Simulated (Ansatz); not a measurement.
## Piezoelectric tensor of BN at 8 GPa (stress–strain coefficients)

All numbers below come from Ansatz 0.2.0, DFT PBEsol, scalar-relativistic, plane waves, PAW. Plane waves to 420 eV; Γ-centred k mesh 12×12×12; fixed occupations. No spin polarisation.

The cell, relaxed at 8 GPa:
```xyz
2
Lattice="2.4791 0.0016 -0.2233 -1.2309 2.1519 0.2233 -0.9828 -0.8688 2.9554" Properties=species:S:1:pos:R:3 pbc="T T T"
B     1.2430    2.1401   -0.0132
N     0.2533   -0.1632    2.8554
```

The crystal is built of layers and no dispersion correction was added, so the binding between them is poorly described, and with it their spacing and whatever depends on it.

Question: Give the relaxed-ion proper piezoelectric stress tensor e_iJ (C/m², Voigt columns xx yy zz yz xz xy).

Answer:
```
x    0.015  0.014 -0.046  0.035  0.011 -0.354
y   -0.360  0.343  0.027  0.050  0.035  0.004
z    0.125  0.164 -0.482  0.032 -0.054  0.034
```
Signs follow the orientation of the cell as given.

Question: With the elastic constants (GPa, Voigt order)
```
1023.7  258.8   20.8    2.7  -88.0    1.9
 258.8 1032.2   18.6   61.0  -21.8    5.5
  20.7   18.6   90.9   -2.0    3.4   -1.8
   2.7   61.0   -1.9   23.7   -1.3  -33.0
 -88.0  -21.9    3.4   -1.3   25.1    9.1
   1.9    5.5   -1.9  -33.0    9.2  386.7
```
find the strain coefficients d = e·C⁻¹ (pC/N).

Answer:
```
x    0.1  0.0 -0.6  0.1  1.4 -0.9
y   -0.4  0.4  0.4  1.5  0.1  0.1
z    0.1  0.2 -5.3  0.6 -1.0  0.1
```

This form isn't the usual stable structure of the compound at low pressure.

Cost: 1 run of about 3.3 core-minutes, on Intel Xeon 6975P-C (Granite Rapids) (shared hosts).